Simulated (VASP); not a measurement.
# C in VASP: settings compared

Aim: see how the results for C move with the level of theory and the settings. Levels: LDA, PBE, PBE+D3(BJ). Tasks: phonons, band structure.

Everything below comes from runs of VASP 6.6.1. Logs are shortened: lines on timing, memory, paths and dates and some standing lists are left out, and cuts for length are marked.

## Step 1: The slab as given

The cell holds a slab with vacuum, 2 atoms: a = 2.446 Å, b = 2.446 Å, c = 18.034 Å, α = 90.00°, β = 90.00°, γ = 120.00°.

The slab is cut from a database's or a generator's crystal, which needn't be the stable form of the element.

## Step 2: Phonons, LDA

The input, POSCAR:

```
C
1.0
    2.4460290732      0.0000000000      0.0000000000
   -1.2230145366      2.1183233184      0.0000000000
    0.0000000000      0.0000000000     18.0339500000
  C
     2
Direct
     0.0000000000000000    0.0000000000000000    0.4999974173853730
     0.6666666699999979    0.3333333300000021    0.5000025826146270
```

The input, INCAR.step1:

```
SYSTEM = C
ALGO = Normal
EDIFF = 1E-8
EDIFFG = -0.002
ENCUT = 600
IBRION = 2
ISIF = 2
ISMEAR = 0
KPAR = 2
LASPH = .TRUE.
LATTICE_CONSTRAINTS = .TRUE. .TRUE. .FALSE.
LCHARG = .FALSE.
LREAL = .FALSE.
LWAVE = .FALSE.
NELM = 80
NSW = 40
PREC = Accurate
SIGMA = 0.1
```

The input, INCAR.step2:

```
SYSTEM = C
ALGO = Normal
EDIFF = 1E-8
ENCUT = 600
IBRION = 6
ISIF = 2
ISMEAR = 0
KPAR = 2
LASPH = .TRUE.
LATTICE_CONSTRAINTS = .TRUE. .TRUE. .FALSE.
LCHARG = .FALSE.
LREAL = .FALSE.
LWAVE = .FALSE.
NELM = 80
NFREE = 2
NSW = 1
POTIM = 0.015
PREC = Accurate
SIGMA = 0.1
```

The input, KPOINTS:

```
k-points
0
G
  48 48 1
  0 0 0
```

Potentials or basis: VASP PAW LDA potentials, release 64 (C).

Run with:

```sh
$ cat potpaw_LDA.64/C/POTCAR > POTCAR
$ cp INCAR.step1 INCAR
$ mpirun -np 2 vasp_std > vasp.out
$ cp CONTCAR POSCAR
$ cp INCAR.step2 INCAR
$ mpirun -np 2 vasp_std > vasp.out
```

OUTCAR:

```text
SYSTEM = C
   EDIFF = 1E-8
   ENCUT = 600
   IBRION = 6
   ISIF = 2
   ISMEAR = 0
   LASPH = .TRUE.
   LREAL = .FALSE.
   NELM = 80
   NFREE = 2
   NSW = 1
   POTIM = 0.015
   PREC = Accurate

 ion  position               nearest neighbor table
   1  0.000  0.000  0.500-   2 1.41   2 1.41   2 1.41
   2  0.667  0.333  0.500-   1 1.41   1 1.41   1 1.41

  LATTYP: Found a hexagonal cell.
 ALAT       =     2.4460290732
 C/A-ratio  =     7.3727455645

  Lattice vectors:

 A1 = (   2.4460290732,   0.0000000000,   0.0000000000)
 A2 = (  -1.2230145366,   2.1183233184,   0.0000000000)
 A3 = (   0.0000000000,   0.0000000000,  18.0339500000)

Analysis of symmetry for initial positions (statically):
=====================================================================
 Subroutine PRICEL returns:
 Original cell was already a primitive cell.

 Routine SETGRP: Setting up the symmetry group for a
 hexagonal supercell.

 Subroutine GETGRP returns: Found 12 space group operations
 (whereof  6 operations were pure point group operations)
 out of a pool of 24 trial point group operations.

The static configuration has the point symmetry C_3v.
 The point group associated with its full space group is D_3d.

Analysis of symmetry for dynamics (positions and initial velocities):
=====================================================================
 Subroutine PRICEL returns:
 Original cell was already a primitive cell.

 Routine SETGRP: Setting up the symmetry group for a
 hexagonal supercell.

 Subroutine GETGRP returns: Found 12 space group operations
 (whereof  6 operations were pure point group operations)
 out of a pool of 24 trial point group operations.

The dynamic configuration has the point symmetry C_3v.
 The point group associated with its full space group is D_3d.

 Subroutine INISYM returns: Found 12 space group operations
 (whereof  6 operations are pure point group operations),
 and found     1 'primitive' translations

----------------------------------------------------------------------------------------

                                     Primitive cell

  volume of cell :      93.4426

  direct lattice vectors                    reciprocal lattice vectors
     2.446029073  0.000000000  0.000000000     0.408825885  0.236035734  0.000000000
    -1.223014537  2.118323318  0.000000000     0.000000000  0.472071469  0.000000000
     0.000000000  0.000000000 18.033950000     0.000000000  0.000000000  0.055450969

  length of vectors
     2.446029073  2.446029075 18.033950000     0.472071469  0.472071469  0.055450969

  position of ions in fractional coordinates (direct lattice)
     0.000000000  0.000000000  0.499997417
     0.666666670  0.333333330  0.500002583

  ion indices of the primitive-cell ions
   primitive index   ion index
                 1           1
                 2           2

----------------------------------------------------------------------------------------

 KPOINTS: k-points

Automatic generation of k-mesh.
 Grid dimensions read from file:
 generate k-points for:   48   48    1

 Generating k-lattice:

  Cartesian coordinates                     Fractional coordinates (reciprocal lattice)
     0.008517206  0.004917411  0.000000000     0.020833333  0.000000000  0.000000000
     0.000000000  0.009834822  0.000000000     0.000000000  0.020833333  0.000000000
     0.000000000  0.000000000  0.055450969     0.000000000  0.000000000  1.000000000

  Length of vectors
     0.009834822  0.009834822  0.055450969

  Shift w.r.t. Gamma in fractional coordinates (k-lattice)
     0.000000000  0.000000000  0.000000000

 Subroutine IBZKPT returns following result:
 ===========================================

 Found    217 irreducible k-points:

 Following reciprocal coordinates:
            Coordinates               Weight
  0.000000  0.000000  0.000000      1.000000
  0.020833  0.000000  0.000000      6.000000
  0.041667 -0.000000  0.000000      6.000000
  0.062500  0.000000  0.000000      6.000000
  0.083333 -0.000000  0.000000      6.000000
  0.104167 -0.000000  0.000000      6.000000
[... 16 lines left out ...]
  0.458333 -0.000000  0.000000      6.000000
  0.479167 -0.000000  0.000000      6.000000
 [... further k-points ...]
   k-points           NKPTS =    217   k-points in BZ     NKDIM =    217   number of bands    NBANDS=      8
   number of dos      NEDOS =    301   number of ions     NIONS =      2
   total plane-waves  NPLWV =  57600
   dimension x,y,z NGX =    20 NGY =   20 NGZ =  144
   dimension x,y,z NGXF=    40 NGYF=   40 NGZF=  288
   ions per type =               2
   NGX,Y,Z   is equivalent  to a cutoff of  13.59, 13.59, 13.27 a.u.
   NGXF,Y,Z  is equivalent  to a cutoff of  27.19, 27.19, 26.55 a.u.
 SYSTEM =  C
   PREC   = accura    normal or accurate (medium, high low for compatibility)
   ISTART =      0    job   : 0-new  1-cont  2-samecut
   ICHARG =      2    charge: 1-file 2-atom 10-const
   ISPIN  =      1    spin polarized calculation?
   LNONCOLLINEAR =      F non collinear calculations
   LSORBIT =      F    spin-orbit coupling
   LASPH  =      T    aspherical Exc in radial PAW
   ENCUT  =  600.0 eV  44.10 Ry    6.64 a.u.   4.89  4.89 36.02*2*pi/ulx,y,z
   NELM   =     80;   NELMIN=  2; NELMDL=  0     # of ELM steps
   EDIFF  = 0.1E-07   stopping-criterion for ELM
   LREAL  =      F    real-space projection
   EDIFFG = 0.1E-06   stopping-criterion for IOM
   NSW    =     61    number of steps for IOM
   IBRION =      6    ionic relax: 0-MD 1-quasi-New 2-CG
   NFREE  =      2    steps in history (QN), initial steepest desc. (CG)
   ISIF   =      2    stress and relaxation
   ISYM   =      2    0-nonsym 1-usesym 2-fastsym
   POTIM  = 0.0150    time-step for ionic-motion
   TEBEG  =    0.0;   TEEND  =   0.0 temperature during run
   PSTRESS=    0.0 pullay stress
   NELECT =       8.0000    total number of electrons
   NUPDOWN=      -1.0000    fix difference up-down
   EMIN   =  10.00;   EMAX   =-10.00  energy-range for DOS
   EFERMI =   0.00;   METHOD = LEGACY
   ISMEAR =     0;   SIGMA  =   0.10  broadening in eV -4-tet -1-fermi 0-gaus
   EFERMI_NEDOS =   21; number of points for ismear=-14 and -15
   IALGO  =     38    algorithm
   IMIX   =      4    mixing-type and parameters
     AMIX     =   0.40;   BMIX     =  1.00
     AMIX_MAG =   1.60;   BMIX_MAG =  1.00
  volume/ion in A,a.u.               =      46.72       315.29
  Fermi-wavevector in a.u.,A,eV,Ry     =   0.721534  1.363501  7.083340  0.520611
  Thomas-Fermi vector in A             =   1.811266
   LORBIT       =      0    0 simple, 1 ext, 2 COOP (PROOUT), +10 PAW based schemes
   GGA     = CA    functional components
   LHFCALC =     F    Hartree Fock is set to
   AEXX    =    0.0000 exact exchange contribution
   IVDW    =     0    specifies the selected vdW correction
   LEPSILON=     F    determine dielectric tensor
   LRPA    =     F    only Hartree local field effects (RPA)
 finite differences with symmetry
 non-spin polarized calculation
 Gauss-broadening in eV      SIGMA  =   0.10
  energy-cutoff  :      600.00
  volume of cell :       93.44
 maximum number of plane-waves:      3177
 NGX is ok and might be reduce to    20
   NGX =  9   NGY =  9   NGZ = 73

--------------------------------------- Ionic step        1  -------------------------------------------

 number of electron       8.0000001 magnetization

 Free energy of the ion-electron system (eV)
  ---------------------------------------------------
  ext. energy  EPLUGINS =         0.00000000
  ---------------------------------------------------
  free energy    TOTEN  =       -20.18302029 eV

  energy without entropy =      -20.18292234  energy(sigma->0) =      -20.18297132

------------------------ aborting loop because EDIFF is reached ----------------------------------------

  FORCE on cell =-STRESS in cart. coord.  units (eV):
  Direction    XX          YY          ZZ          XY          YZ          ZX
  --------------------------------------------------------------------------------------
  -------------------------------------------------------------------------------------
  Total       -0.0050477     -0.0050477     -0.0437915      0.0000000      0.0000000     -0.0000000
  in kB       -0.0865479     -0.0865479     -0.7508550      0.0000000      0.0000000     -0.0000000
  external PRESSURE =      -0.3079836 kB  Pullay stress =       0.0000000 kB
[... 129 lines left out ...]
  energy  without entropy=      -20.1809530359  energy(sigma->0) =      -20.18100201

--------------------------------------- Ionic step        5  -------------------------------------------

 number of electron       8.0000000 magnetization

 Free energy of the ion-electron system (eV)
  ---------------------------------------------------
  ext. energy  EPLUGINS =         0.00000000
  ---------------------------------------------------
  free energy    TOTEN  =       -20.18100147 eV

  energy without entropy =      -20.18090351  energy(sigma->0) =      -20.18095249

 E-fermi :  -2.7638     XC(G=0):  -2.4535

 val. band max:       -2.7638048990   @ k =   0.3333   0.3333   0.0000
 cond. band min:      -2.7638022697   @ k =   0.3333   0.3333   0.0000
 fundamental gap:      0.0000026293
 Fermi energy:        -2.7638037240

 k-point     1 :       0.0000    0.0000    0.0000
  band No.  band energies     occupation
      1     -22.2563      2.00000
      2     -10.5678      2.00000
      3      -5.7909      2.00000
      4      -5.7909      2.00000
      5       0.5698      0.00000
      6       1.5600      0.00000
      7       1.9494      0.00000
      8       3.1132      0.00000
[... 243 lines left out ...]
 k-point    24 :       0.4792   -0.0000    0.0000
  band No.  band energies     occupation
      1     -17.0784      2.00000
      2     -15.8518      2.00000
      3      -9.2270      2.00000
      4      -5.2340      2.00000
      5      -1.0412      0.00000
      6       4.9283      0.00000
      7       7.9225      0.00000
      8       8.9654      0.00000

 [... further k-points ...]
[... 5 lines left out ...]
  --------------------------------------------------------------------------------------
  -------------------------------------------------------------------------------------
  Total       -0.0056040     -0.0056040     -0.0478074      0.0000000      0.0000000      0.0000000
  in kB       -0.0960868     -0.0960868     -0.8197107      0.0000000      0.0000000      0.0000000
  external PRESSURE =      -0.3372948 kB  Pullay stress =       0.0000000 kB
[... 17 lines left out ...]
  FREE ENERGIE OF THE ION-ELECTRON SYSTEM (eV)
  ---------------------------------------------------
  free  energy   TOTEN  =       -20.1810014667 eV

  energy  without entropy=      -20.1809035114  energy(sigma->0) =      -20.18095249

 INTERNAL STRAIN TENSORS FROM DISPLACED ATOMS
 ============================================

 INTERNAL STRAIN TENSOR FOR ION    1 for displacements in x,y,z  (eV/Angst):
          X           Y           Z          XY          YZ          ZX
  --------------------------------------------------------------------------------
  x     0.00000    -0.00000     0.00000    12.90721     0.00000     0.00521
  y    12.90721   -12.90721     0.00000     0.00000     0.00521     0.00000
  z     0.00043     0.00043     0.00329     0.00000     0.00000     0.00000

 INTERNAL STRAIN TENSOR FOR ION    2 for displacements in x,y,z  (eV/Angst):
          X           Y           Z          XY          YZ          ZX
  --------------------------------------------------------------------------------
  x     0.00000     0.00000     0.00000   -12.90721     0.00000    -0.00521
  y   -12.90721    12.90721     0.00000     0.00000    -0.00521     0.00000
  z    -0.00043    -0.00043    -0.00329     0.00000     0.00000     0.00000

 Eigenvectors and eigenvalues of the dynamical matrix
 ----------------------------------------------------

   1 f  =   47.758796 THz   300.077367 2PiTHz 1593.061967 cm-1   197.514422 meV
             X         Y         Z           dx          dy          dz
      0.000000  0.000000  9.016928    -0.000000   -0.707107   -0.000000
      1.223015  0.706108  9.017022     0.000000    0.707107    0.000000

   2 f  =   47.758796 THz   300.077367 2PiTHz 1593.061965 cm-1   197.514422 meV
             X         Y         Z           dx          dy          dz
      0.000000  0.000000  9.016928     0.707107   -0.000000    0.000000
      1.223015  0.706108  9.017022    -0.707107    0.000000    0.000000
[... 6 lines left out ...]
   4 f  =    0.000000 THz     0.000002 2PiTHz    0.000011 cm-1     0.000001 meV
             X         Y         Z           dx          dy          dz
      0.000000  0.000000  9.016928     0.591523    0.286677   -0.260608
      1.223015  0.706108  9.017022     0.591523    0.286677   -0.260608

   5 f  =    0.000000 THz     0.000001 2PiTHz    0.000007 cm-1     0.000001 meV
             X         Y         Z           dx          dy          dz
      0.000000  0.000000  9.016928     0.261610    0.055276    0.654603
      1.223015  0.706108  9.017022     0.261610    0.055276    0.654603

   6 f/i=    0.000001 THz     0.000005 2PiTHz    0.000024 cm-1     0.000003 meV
             X         Y         Z           dx          dy          dz
      0.000000  0.000000  9.016928     0.285763   -0.644019   -0.059822
      1.223015  0.706108  9.017022     0.285763   -0.644019   -0.059822

 ELASTIC MODULI CONTR FROM IONIC RELAXATION (kBar)
 Direction    XX          YY          ZZ          XY          YZ          ZX
 --------------------------------------------------------------------------------
 XX         -50.9655     50.9655     -0.0000      0.0000     -0.0206      0.0000
 YY          50.9655    -50.9655     -0.0000      0.0000      0.0206      0.0000
 ZZ          -0.0000     -0.0000     -0.0000      0.0000      0.0000      0.0000
 XY           0.0000      0.0000      0.0000    -50.9655      0.0000     -0.0206
 YZ          -0.0206      0.0206      0.0000      0.0000     -0.0000      0.0000
 ZX           0.0000      0.0000      0.0000     -0.0206      0.0000     -0.0000
 --------------------------------------------------------------------------------
```

Wall time 8.2 min (2 MPI ranks of Intel Xeon 6975P-C (Granite Rapids), shared host); peak memory 1.4 GiB.

Results:

| Property | Result |
| --- | --- |
| Highest phonon frequency at Γ | 1593 cm⁻¹ |

Phonon frequencies in cm⁻¹ (negative: imaginary):
```csv
q point,frequencies
"(0.000, 0.000, 0.000)",0 0 0 896 1593 1593
```

(Part 1 of 2 ends here.)
